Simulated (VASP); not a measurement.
A VASP 6.6.1 single-point calculation on GaN

INCAR

```
ENCUT = 520
SIGMA = 0.02
ISYM = -1
LREAL = .FALSE.
ISMEAR = -1
NSW = 0
ISIF = 2
EDIFF = 1E-7
NELM = 57
LASPH = .TRUE.
IVDW = 10
GGA = PE
BMIX = 2
PREC = Accurate
LCHARG = .FALSE.
NBANDS = 16
LWAVE = .FALSE.
IBRION = -1
```

KPOINTS

```
KPOINTS created by Atomic Simulation Environment
0
Gamma
4 4 4
0 0 0
```

POSCAR

```
Ga N
 1.0000000000000000
     0.0000000000000000    2.1506855389999999    2.0694121833999999
     2.1506855389999999    0.0000000000000000    2.0694121833999999
     2.1506855389999999    2.1506855389999999    0.0000000000000000
 Ga  N
   1   1
Cartesian
  0.0000000000000000  0.0000000000000000  0.0000000000000000
  2.1506855389999995  2.1506855389999995  2.0694121833999994
```

The recommended PBE PAW datasets give the neutral cell 18 valence electrons.

Command

```
mpirun -np 1 vasp_std
```

Problem. How does this run end, and what does it give?

Solution. It converged. Results: gap between bands v and c on the k mesh 0.28 eV; least direct gap on the k mesh 2.43 eV; pressure 0.1 GPa. Band v is the last that the valence electrons fill when counted band by band, and c is the next.

OSZICAR

```
N       E                     dE             d eps       ncg     rms          rms(c)
DAV:   1     0.761567604492E+02    0.76157E+02   -0.92911E+03  2360   0.215E+03
DAV:   2    -0.843275529369E+01   -0.84590E+02   -0.78615E+02  2432   0.326E+02
DAV:   3    -0.129216463434E+02   -0.44889E+01   -0.44752E+01  2320   0.642E+01
DAV:   4    -0.129621928945E+02   -0.40547E-01   -0.40543E-01  2600   0.638E+00
DAV:   5    -0.129626494838E+02   -0.45659E-03   -0.45659E-03  2400   0.608E-01    0.744E+00
DAV:   6    -0.112306407493E+02    0.17320E+01   -0.24110E+00  2840   0.290E+01    0.277E+00
DAV:   7    -0.110744049248E+02    0.15624E+00   -0.47468E-01  2664   0.876E+00    0.151E+00
DAV:   8    -0.110519956011E+02    0.22409E-01   -0.50595E-02  2592   0.254E+00    0.219E-01
DAV:   9    -0.110511647483E+02    0.83085E-03   -0.39631E-03  2328   0.230E+00    0.102E-01
DAV:  10    -0.110512325807E+02   -0.67832E-04   -0.71862E-04  2400   0.249E-01    0.299E-02
DAV:  11    -0.110512584775E+02   -0.25897E-04   -0.91953E-05  2648   0.181E-01    0.198E-02
DAV:  12    -0.110512531595E+02    0.53180E-05   -0.17296E-05  2456   0.535E-02    0.347E-03
DAV:  13    -0.110512532206E+02   -0.61114E-07   -0.12822E-06  2528   0.105E-02    0.200E-03
DAV:  14    -0.110512531580E+02    0.62608E-07   -0.48405E-08  1472   0.194E-03
   1 F= -.11740563E+02 E0= -.11740554E+02  d E =-.193467E-04
```

Standard output (part)

```
POSCAR found type information on POSCAR GaN
 POSCAR found :  2 types and       2 ions
 LDA part: xc-table for (Slater+PW92), standard interpolation
 POSCAR, INCAR and KPOINTS ok, starting setup
 WAVECAR not read
 entering main loop
```

For comparison, a separate PBE run of the intended cell, on usual settings and not on those above, gives a gap of 0.28 eV on its mesh and a pressure of 4.6 GPa.
